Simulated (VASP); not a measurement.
# GaN (P6_3mc) in VASP: a series of runs

One crystal, GaN, is run at these levels: PBE; tasks: relaxation of cell and atoms.

Everything below comes from runs of VASP 6.6.1. Logs are shortened: lines on timing, memory, paths and dates and some standing lists are left out, and cuts for length are marked.

### Step 1. Starting point

Symmetry: P6_3mc, No. 186, hexagonal system. Conventional cell: a = 3.180 Å, b = 3.180 Å, c = 5.166 Å, α = 90.00°, β = 90.00°, γ = 120.00°. Ga (site symmetry 3m) is surrounded by 4 N at 1.94 to 1.95 Å. Around N (site symmetry 3m) lie 4 Ga at 1.94 to 1.95 Å.

### Step 2. Relaxation of cell and atoms, PBE

File INCAR:

```
  PREC = Accurate
  ENCUT = 520
  EDIFF = 1E-7
  ISMEAR = 0
  SIGMA = 0.02
  LREAL = False
  LASPH = True
  NELM = 100
  ALGO = Normal
  ISIF = 3
  LWAVE = False
  LCHARG = False
  GGA = PE
  IBRION = 2
  NSW = 80
  EDIFFG = -0.002
  KPAR = 4
```

File KPOINTS:

```
regular mesh
0
Gamma
  12 12 6
```

File POSCAR:

```
GaN
1.0
    3.1800000000      0.0000000000      0.0000000000
   -1.5900000000      2.7539607800      0.0000000000
    0.0000000000      0.0000000000      5.1660000000
Ga N
2 2
Direct
    0.3333333300      0.6666666700      0.0000000000
    0.6666666700      0.3333333300      0.5000000000
    0.3333333300      0.6666666700      0.3750000000
    0.6666666700      0.3333333300      0.8750000000
```

Potentials or basis: VASP PAW PBE potentials, release 64 (Ga_d, N).

Started as:

```console
$ cat potpaw_PBE.64/Ga_d/POTCAR potpaw_PBE.64/N/POTCAR > POTCAR
$ mpirun -np 4 vasp_std > vasp.out
```

OUTCAR:

```text
PREC = Accurate
   ENCUT = 520
   EDIFF = 1E-7
   ISMEAR = 0
   LREAL = False
   LASPH = True
   NELM = 100
   ISIF = 3
   GGA = PE
   IBRION = 2
   NSW = 80
   EDIFFG = -0.002

 ion  position               nearest neighbor table
   1  0.333  0.667  0.000-   3 1.94   4 1.95   4 1.95   4 1.95
   2  0.667  0.333  0.500-   4 1.94   3 1.95   3 1.95   3 1.95
   3  0.333  0.667  0.375-   1 1.94   2 1.95   2 1.95   2 1.95
   4  0.667  0.333  0.875-   2 1.94   1 1.95   1 1.95   1 1.95

  LATTYP: Found a hexagonal cell.
 ALAT       =     3.1800000000
 C/A-ratio  =     1.6245283019

  Lattice vectors:

 A1 = (   3.1800000000,   0.0000000000,   0.0000000000)
 A2 = (  -1.5900000000,   2.7539607800,   0.0000000000)
 A3 = (   0.0000000000,   0.0000000000,   5.1660000000)

Analysis of symmetry for initial positions (statically):
=====================================================================
 Subroutine PRICEL returns:
 Original cell was already a primitive cell.

 Routine SETGRP: Setting up the symmetry group for a
 hexagonal supercell.

 Subroutine GETGRP returns: Found 12 space group operations
 (whereof  6 operations were pure point group operations)
 out of a pool of 24 trial point group operations.

The static configuration has the point symmetry C_3v.
 The point group associated with its full space group is C_6v.

Analysis of symmetry for dynamics (positions and initial velocities):
=====================================================================
 Subroutine PRICEL returns:
 Original cell was already a primitive cell.

 Routine SETGRP: Setting up the symmetry group for a
 hexagonal supercell.

 Subroutine GETGRP returns: Found 12 space group operations
 (whereof  6 operations were pure point group operations)
 out of a pool of 24 trial point group operations.

The dynamic configuration has the point symmetry C_3v.
 The point group associated with its full space group is C_6v.

 Subroutine INISYM returns: Found 12 space group operations
 (whereof  6 operations are pure point group operations),
 and found     1 'primitive' translations

----------------------------------------------------------------------------------------

                                     Primitive cell

  volume of cell :      45.2417

  direct lattice vectors                    reciprocal lattice vectors
     3.180000000  0.000000000  0.000000000     0.314465409  0.181556689  0.000000000
    -1.590000000  2.753960780  0.000000000     0.000000000  0.363113377  0.000000000
     0.000000000  0.000000000  5.166000000     0.000000000  0.000000000  0.193573364

  length of vectors
     3.180000000  3.179999997  5.166000000     0.363113377  0.363113377  0.193573364

  position of ions in fractional coordinates (direct lattice)
     0.333333330  0.666666670  0.000000000
     0.666666670  0.333333330  0.500000000
     0.333333330  0.666666670  0.375000000
     0.666666670  0.333333330  0.875000000

  ion indices of the primitive-cell ions
   primitive index   ion index
                 1           1
                 2           2
                 3           3
                 4           4

----------------------------------------------------------------------------------------

 KPOINTS: regular mesh

Automatic generation of k-mesh.
 Grid dimensions read from file:
 generate k-points for:   12   12    6

 Generating k-lattice:

  Cartesian coordinates                     Fractional coordinates (reciprocal lattice)
     0.026205451  0.015129724  0.000000000     0.083333333  0.000000000  0.000000000
     0.000000000  0.030259448  0.000000000     0.000000000  0.083333333  0.000000000
     0.000000000  0.000000000  0.032262227     0.000000000  0.000000000  0.166666667

  Length of vectors
     0.030259448  0.030259448  0.032262227

  Shift w.r.t. Gamma in fractional coordinates (k-lattice)
     0.000000000  0.000000000  0.000000000

 Subroutine IBZKPT returns following result:
 ===========================================

 Found     76 irreducible k-points:

 Following reciprocal coordinates:
            Coordinates               Weight
  0.000000  0.000000  0.000000      1.000000
  0.083333  0.000000  0.000000      6.000000
  0.166667 -0.000000  0.000000      6.000000
  0.250000 -0.000000  0.000000      6.000000
  0.333333  0.000000  0.000000      6.000000
  0.416667 -0.000000  0.000000      6.000000
[... 16 lines left out ...]
  0.250000 -0.000000  0.166667     12.000000
  0.333333  0.000000  0.166667     12.000000
 [... further k-points ...]
   k-points           NKPTS =     76   k-points in BZ     NKDIM =     76   number of bands    NBANDS=     22
   number of dos      NEDOS =    301   number of ions     NIONS =      4
   total plane-waves  NPLWV =  23040
   dimension x,y,z NGX =    24 NGY =   24 NGZ =   40
   dimension x,y,z NGXF=    48 NGYF=   48 NGZF=   80
   ions per type =               2   2
   NGX,Y,Z   is equivalent  to a cutoff of  12.55, 12.55, 12.87 a.u.
   NGXF,Y,Z  is equivalent  to a cutoff of  25.09, 25.09, 25.74 a.u.
 SYSTEM =  unknown system
   PREC   = accura    normal or accurate (medium, high low for compatibility)
   ISTART =      0    job   : 0-new  1-cont  2-samecut
   ICHARG =      2    charge: 1-file 2-atom 10-const
   ISPIN  =      1    spin polarized calculation?
   LNONCOLLINEAR =      F non collinear calculations
   LSORBIT =      F    spin-orbit coupling
   LASPH  =      T    aspherical Exc in radial PAW
   ENCUT  =  520.0 eV  38.22 Ry    6.18 a.u.   5.91  5.91  9.61*2*pi/ulx,y,z
   NELM   =    100;   NELMIN=  2; NELMDL= -5     # of ELM steps
   EDIFF  = 0.1E-06   stopping-criterion for ELM
   LREAL  =      F    real-space projection
   EDIFFG = -.2E-02   stopping-criterion for IOM
   NSW    =     80    number of steps for IOM
   IBRION =      2    ionic relax: 0-MD 1-quasi-New 2-CG
   NFREE  =      1    steps in history (QN), initial steepest desc. (CG)
   ISIF   =      3    stress and relaxation
   ISYM   =      2    0-nonsym 1-usesym 2-fastsym
   POTIM  = 0.5000    time-step for ionic-motion
   TEBEG  =    0.0;   TEEND  =   0.0 temperature during run
   PSTRESS=    0.0 pullay stress
   NELECT =      36.0000    total number of electrons
   NUPDOWN=      -1.0000    fix difference up-down
   EMIN   =  10.00;   EMAX   =-10.00  energy-range for DOS
   EFERMI =   0.00;   METHOD = LEGACY
   ISMEAR =     0;   SIGMA  =   0.02  broadening in eV -4-tet -1-fermi 0-gaus
   EFERMI_NEDOS =   21; number of points for ismear=-14 and -15
   IALGO  =     38    algorithm
   IMIX   =      4    mixing-type and parameters
     AMIX     =   0.40;   BMIX     =  1.00
     AMIX_MAG =   1.60;   BMIX_MAG =  1.00
  volume/ion in A,a.u.               =      11.31        76.33
  Fermi-wavevector in a.u.,A,eV,Ry     =   1.517036  2.866782 31.312427  2.301398
  Thomas-Fermi vector in A             =   2.626345
   LORBIT       =      0    0 simple, 1 ext, 2 COOP (PROOUT), +10 PAW based schemes
   GGA     = PE    functional components
   LHFCALC =     F    Hartree Fock is set to
   AEXX    =    0.0000 exact exchange contribution
   IVDW    =     0    specifies the selected vdW correction
   LEPSILON=     F    determine dielectric tensor
   LRPA    =     F    only Hartree local field effects (RPA)
 conjugate gradient relaxation of ions
 non-spin polarized calculation
 Gauss-broadening in eV      SIGMA  =   0.02
  energy-cutoff  :      520.00
  volume of cell :       45.24
 maximum number of plane-waves:      1236
 NGX is ok and might be reduce to    24
   NGX = 11   NGY = 11   NGZ = 19

--------------------------------------- Ionic step        1  -------------------------------------------

 number of electron      36.0000002 magnetization

 Free energy of the ion-electron system (eV)
  ---------------------------------------------------
  ext. energy  EPLUGINS =         0.00000000
  ---------------------------------------------------
  free energy    TOTEN  =       -24.28509774 eV

  energy without entropy =      -24.28509774  energy(sigma->0) =      -24.28509774

------------------------ aborting loop because EDIFF is reached ----------------------------------------

  FORCE on cell =-STRESS in cart. coord.  units (eV):
  Direction    XX          YY          ZZ          XY          YZ          ZX
  --------------------------------------------------------------------------------------
  -------------------------------------------------------------------------------------
  Total        1.8638947      1.8638947      2.4780818      0.0000000      0.0000000     -0.0000000
  in kB       66.0074071     66.0074069     87.7580455      0.0000000      0.0000000     -0.0000000
  external PRESSURE =      73.2576198 kB  Pullay stress =       0.0000000 kB
[... 251 lines left out ...]
  energy  without entropy=      -24.3267279505  energy(sigma->0) =      -24.32672795

--------------------------------------- Ionic step        8  -------------------------------------------

 number of electron      35.9999956 magnetization

 Free energy of the ion-electron system (eV)
  ---------------------------------------------------
  ext. energy  EPLUGINS =         0.00000000
  ---------------------------------------------------
  free energy    TOTEN  =       -24.32673492 eV

  energy without entropy =      -24.32673492  energy(sigma->0) =      -24.32673492

 E-fermi :   5.1162     XC(G=0): -11.5129

 val. band max:        5.0047936522   @ k =   0.0000   0.0000   0.0000
 cond. band min:       6.7173017875   @ k =   0.0000   0.0000   0.0000
 fundamental gap:      1.7125081353
 Fermi energy:         5.1162009656

 k-point     1 :       0.0000    0.0000    0.0000
  band No.  band energies     occupation
      1     -10.7273      2.00000
      2      -9.9056      2.00000
      3      -8.4159      2.00000
      4      -8.4016      2.00000
      5      -8.4016      2.00000
      6      -8.3459      2.00000
[... 574 lines left out ...]
      6      -8.2152      2.00000
[... 14 lines left out ...]
     21      11.8896      0.00000
     22      13.0700      0.00000

 [... further k-points ...]

------------------------ aborting loop because EDIFF is reached ----------------------------------------

  FORCE on cell =-STRESS in cart. coord.  units (eV):
  Direction    XX          YY          ZZ          XY          YZ          ZX
  --------------------------------------------------------------------------------------
  -------------------------------------------------------------------------------------
  Total        0.0020290      0.0020290      0.0020850      0.0000000      0.0000000      0.0000000
  in kB        0.0690896      0.0690896      0.0709960      0.0000000      0.0000000      0.0000000
  external PRESSURE =       0.0697251 kB  Pullay stress =       0.0000000 kB
[... 19 lines left out ...]
  FREE ENERGIE OF THE ION-ELECTRON SYSTEM (eV)
  ---------------------------------------------------
  free  energy   TOTEN  =       -24.3267349207 eV

  energy  without entropy=      -24.3267349207  energy(sigma->0) =      -24.32673492

 reached required accuracy - stopping structural energy minimisation
```

It took 40 s on 4 MPI ranks of Intel Xeon 6975P-C (Granite Rapids), shared host; peak memory 0.21 GiB.

Results:

| Item | Value |
| --- | --- |
| Free energy | -24.3267 eV |
| Relaxed volume | 11.76 Å³/atom |
| Relaxed cell | a = 3.219 Å, b = 3.219 Å, c = 5.244 Å, α = 90.00°, β = 90.00°, γ = 120.00° |
| Space group after relaxing (to 0.05 Å) | P6_3mc (No. 186) |
| Energy gained by relaxing | 10.4 meV/atom |
| Ionic steps | 8 |
| Pressure after relaxing | 0.0 GPa |
| Band gap on the k mesh | 1.71 eV, direct |

Step by step:
```
step  energy change (eV)  largest force (eV/Å)  pressure (GPa)  volume (Å³)
   1              0.0000                0.1346            7.33        45.24
   2             -0.0112                0.0612           -5.40        48.71
   3             -0.0416                0.0120           -0.01        47.05
   4             -0.0416                0.0139            0.13        47.02
   5             -0.0416                0.0076            0.12        47.02
   6             -0.0416                0.0024            0.12        47.02
   7             -0.0416                0.0009           -0.09        47.08
   8             -0.0416                0.0005            0.01        47.05
```

Final structure:
```xyz
4
Lattice="3.2187 0.0000 0.0000 -1.6093 2.7875 0.0000 0.0000 0.0000 5.2443" Properties=species:S:1:pos:R:3 pbc="T T T"
Ga    0.0000    1.8583    5.2399
Ga    1.6093    0.9292    2.6177
N     0.0000    1.8583    1.9711
N     1.6093    0.9292    4.5933
```

PBE usually gives volumes a little too large and moduli too small. Zero-point motion and thermal expansion aren't in these numbers.

### Step 3. Relaxation of cell and atoms, PBE

This run uses another cell than the first one, of 11.76 Å³/atom, 1.040 times its volume.

INCAR is that of step 2.

KPOINTS is that of step 2.

File POSCAR:

```
GaN                                     
1.0
    3.2186943943      0.0000000000     -0.0000000000
   -1.6093471971      2.7874711083     -0.0000000000
   -0.0000000000      0.0000000000      5.2443324958
  Ga              N             
     2     2
Direct
     0.3333333300000021    0.6666666699999979    0.9991469135533734
     0.6666666699999979    0.3333333300000021    0.4991469135533733
     0.3333333300000021    0.6666666699999979    0.3758530864466267
     0.6666666699999979    0.3333333300000021    0.8758530864466266
```

Potentials or basis: VASP PAW PBE potentials, release 64 (Ga_d, N).

Started as:

```console
$ cat potpaw_PBE.64/Ga_d/POTCAR potpaw_PBE.64/N/POTCAR > POTCAR
$ mpirun -np 4 vasp_std > vasp.out
```

Run time: 9.4 s. Hardware: 4 MPI ranks of Intel Xeon 6975P-C (Granite Rapids), shared host; peak memory 0.19 GiB.

Results (log left out):

```
Free energy             : -24.3279 eV
Pressure after relaxing : 0.0 GPa
Band gap on the k mesh  : 1.71 eV, direct
```

Final structure:
```
Ga N
1.0
     3.21869    0.00000    0.00000
    -1.60935    2.78747    0.00000
     0.00000    0.00000    5.24433
Ga N
2 2
Direct
  0.33333 0.66667 0.99915
  0.66667 0.33333 0.49915
  0.33333 0.66667 0.37585
  0.66667 0.33333 0.87585
```

Levels at points of the mesh, in eV from the valence-band top:
```tsv
k point	band 15	band 16	band 17	band 18	band 19	band 20	band 21	band 22
(0.00, 0.00, 0.00)	-1.00	-0.04	0.00	0.00	1.71	4.06	9.02	9.73
(0.50, 0.00, 0.00)	-4.06	-2.64	-2.11	-0.96	4.98	5.37	5.98	8.34
(0.00, 0.00, 0.50)	-0.51	-0.51	-0.51	-0.51	4.06	4.06	8.31	8.31
(0.50, 0.00, 0.50)	-1.87	-1.87	-1.83	-1.83	4.31	4.31	7.57	7.57
```

Caveat: the relaxation stopped at its first step, so nothing moved.
